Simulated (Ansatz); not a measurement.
Molecular dynamics on a 2×2×2 supercell (16 atoms) of BAs (rocksalt), relaxed with r2SCAN. Forces come from PBE in the plane-wave code Ansatz: Langevin thermostat and barostat (NPT), 100 K, steps of 1 fs. Classical nuclei, no spin polarisation; a few dozen steps show the first response, not equilibrium. The structure comes from a prototype and may be hypothetical.

```yaml
crystal:
  lattice:
    - [0.0, 4.6105746354, 4.6105746354]
    - [4.6105746354, 0.0, 4.6105746354]
    - [4.6105746354, 4.6105746354, 0.0]
  atoms:
    - { symbol: B, position: [0.0, 0.0, 0.0] }
    - { symbol: As, position: [0.25, 0.25, 0.25] }
    - { symbol: B, position: [0.0, 0.0, 0.5] }
    - { symbol: As, position: [0.25, 0.25, 0.75] }
    - { symbol: B, position: [0.0, 0.5, 0.0] }
    - { symbol: As, position: [0.25, 0.75, 0.25] }
    - { symbol: B, position: [0.0, 0.5, 0.5] }
    - { symbol: As, position: [0.25, 0.75, 0.75] }
    - { symbol: B, position: [0.5, 0.0, 0.0] }
    - { symbol: As, position: [0.75, 0.25, 0.25] }
    - { symbol: B, position: [0.5, 0.0, 0.5] }
    - { symbol: As, position: [0.75, 0.25, 0.75] }
    - { symbol: B, position: [0.5, 0.5, 0.0] }
    - { symbol: As, position: [0.75, 0.75, 0.25] }
    - { symbol: B, position: [0.5, 0.5, 0.5] }
    - { symbol: As, position: [0.75, 0.75, 0.75] }
kpoints:
  mp_grid: { grid: [2, 2, 2] }
hamiltonian:
  xc: pbe
scf:
  occupations: { method: fermi_dirac, width: 0.02 }
md:
  ensemble: npt_langevin
  temperature: 100
  timestep: 1.0
  n_steps: 30
  initial_velocities: maxwell_boltzmann
  seed: 9739
```

Run as `ansatz run input.yaml --threads 4 --pin off --max-ram 3686MiB --backend cpu --events-out ev --progress --plain --runs-dir out`.

**Question.** What wall time did it need on 4 threads of Arm Neoverse V1 (shared host), and what peak of host memory did it reach?

**Answer.** About 63 s, with a peak of 0.85 GiB.

| step | t (fs) | T (K) | free energy F from step 0 (meV/atom) | kinetic energy (meV/atom) | pressure (GPa) | volume (Å³/atom) | largest force (eV/Å) |
| --- | --- | --- | --- | --- | --- | --- | --- |
| 0 | 0 | 94 | 0.0 | 12.1 | 5.73 | 12.25 | 0.00 |
| 1 | 1 | 92 | -0.2 | 11.9 | 5.70 | 12.25 | 0.14 |
| 2 | 2 | 94 | -0.8 | 12.2 | 5.60 | 12.27 | 0.28 |
| 3 | 3 | 91 | -1.8 | 11.8 | 5.42 | 12.28 | 0.40 |
| 4 | 4 | 92 | -3.1 | 11.8 | 5.16 | 12.31 | 0.49 |
| 5 | 5 | 95 | -4.7 | 12.3 | 4.82 | 12.34 | 0.55 |
| 6 | 6 | 102 | -6.5 | 13.2 | 4.41 | 12.38 | 0.59 |
| 7 | 7 | 113 | -8.4 | 14.5 | 3.92 | 12.43 | 0.62 |
| 8 | 8 | 119 | -10.4 | 15.4 | 3.37 | 12.48 | 0.64 |
| 9 | 9 | 134 | -12.2 | 17.3 | 2.80 | 12.53 | 0.65 |
| 10 | 10 | 127 | -14.0 | 16.5 | 2.19 | 12.59 | 0.67 |
| 11 | 11 | 121 | -15.5 | 15.6 | 1.55 | 12.65 | 0.68 |
| 12 | 12 | 119 | -16.8 | 15.4 | 0.90 | 12.71 | 0.69 |
| 13 | 13 | 127 | -18.0 | 16.4 | 0.26 | 12.78 | 0.70 |
| 14 | 14 | 134 | -18.9 | 17.4 | -0.36 | 12.84 | 0.75 |
| 15 | 15 | 147 | -19.6 | 19.1 | -0.96 | 12.91 | 0.80 |
| 16 | 16 | 152 | -20.3 | 19.6 | -1.50 | 12.97 | 0.88 |
| 17 | 17 | 167 | -20.9 | 21.6 | -1.96 | 13.02 | 0.95 |
| 18 | 18 | 180 | -21.5 | 23.2 | -2.39 | 13.07 | 1.02 |
| 19 | 19 | 191 | -22.2 | 24.7 | -2.75 | 13.12 | 1.07 |
| 20 | 20 | 201 | -23.0 | 25.9 | -3.05 | 13.16 | 1.10 |
| 21 | 21 | 224 | -23.9 | 28.9 | -3.26 | 13.19 | 1.14 |
| 22 | 22 | 234 | -25.1 | 30.2 | -3.40 | 13.21 | 1.17 |
| 23 | 23 | 238 | -26.5 | 30.7 | -3.49 | 13.23 | 1.20 |
| 24 | 24 | 244 | -28.1 | 31.6 | -3.51 | 13.25 | 1.23 |
| 25 | 25 | 256 | -30.0 | 33.1 | -3.45 | 13.25 | 1.26 |
| 26 | 26 | 254 | -32.1 | 32.8 | -3.36 | 13.25 | 1.27 |
| 27 | 27 | 271 | -34.3 | 35.1 | -3.20 | 13.25 | 1.28 |
| 28 | 28 | 286 | -36.6 | 37.0 | -2.97 | 13.24 | 1.28 |
| 29 | 29 | 291 | -38.8 | 37.7 | -2.68 | 13.22 | 1.28 |
| 30 | 30 | 312 | -41.0 | 40.3 | -2.32 | 13.19 | 1.27 |

The temperature starts at 94 K, is lowest at step 3 (91 K, 3 fs) and ends at 312 K.

Positions (Å) and forces (eV/Å) at step 30:
```
cell (Å): 0.000 4.726 4.726; 4.726 0.000 4.726; 4.726 4.726 0.000
B   -0.027   0.039  -0.161     0.162   0.068  -0.212
As   2.299   2.308   2.418    -0.280   0.365   1.044
B    2.237   2.408  -0.098     0.094  -0.066  -0.547
As   4.744   4.744   2.382     0.110  -0.148   0.660
B    2.389   0.004   2.407     0.086  -0.210   0.274
As   4.748   2.369   4.694     0.170   0.132  -0.809
B    4.731   2.404   2.549     0.244  -0.109  -0.019
As   7.131   4.719   4.654    -0.011   0.093  -0.958
B    0.099   2.405   2.600    -0.109  -0.053  -0.116
As   2.393   4.751   4.748    -0.165  -0.001  -1.260
B    2.487   4.609   2.398    -0.048   0.256   0.633
As   4.689   7.120   4.701    -0.246  -0.003  -0.151
B    2.191   2.295   4.630     0.179  -0.142  -0.165
As   4.699   4.712   7.087     0.001   0.110   0.688
B    4.601   4.812   4.537    -0.055  -0.046   0.002
As   7.089   7.069   7.101    -0.132  -0.247   0.935
```
